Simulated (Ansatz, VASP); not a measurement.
# NaCl: VASP beside Ansatz

```
CELL_PARAMETERS angstrom
3.43070 0.00000 0.00000
0.00000 3.43070 0.00000
0.00000 0.00000 3.43070
ATOMIC_POSITIONS crystal
Cl 0.50000 0.50000 0.50000
Na 0.00000 0.00000 0.00000
```

Measurements of this composition are mostly on another form, of space group No. 225.

Alike in both runs: task single point; functional LDA; k mesh 8 × 8 × 8; occupations fermi-dirac, width 0.05 eV; no spin polarisation.

|  | VASP | Ansatz |
| --- | --- | --- |
| version | VASP 6.6.1 | Ansatz 0.2.0 |
| potentials or method | VASP PAW LDA potentials, release 64 (Cl, Na_pv) | Ansatz PAW |
| plane-wave cutoff (eV) | 520 | 420 |
| valence electrons in the cell | 14 | 16 |

```csv
,VASP,Ansatz,Ansatz less VASP
gap on the k mesh at the Fermi level (eV),3.81,3.81,-0.007
least direct gap on the mesh (eV),4.38,4.37,-0.008
pressure (GPa),-1.7,-1.7,+0.01
```

The two sets of potentials don't hold the same shells in valence.

Caveats: the PAW data sets come from PBE, with cores solved anew for the run's functional, which leaves a small shift of forces and pressure (Ansatz). A k mesh can miss the band edges. As with any semilocal functional, this LDA gap is likely too small.
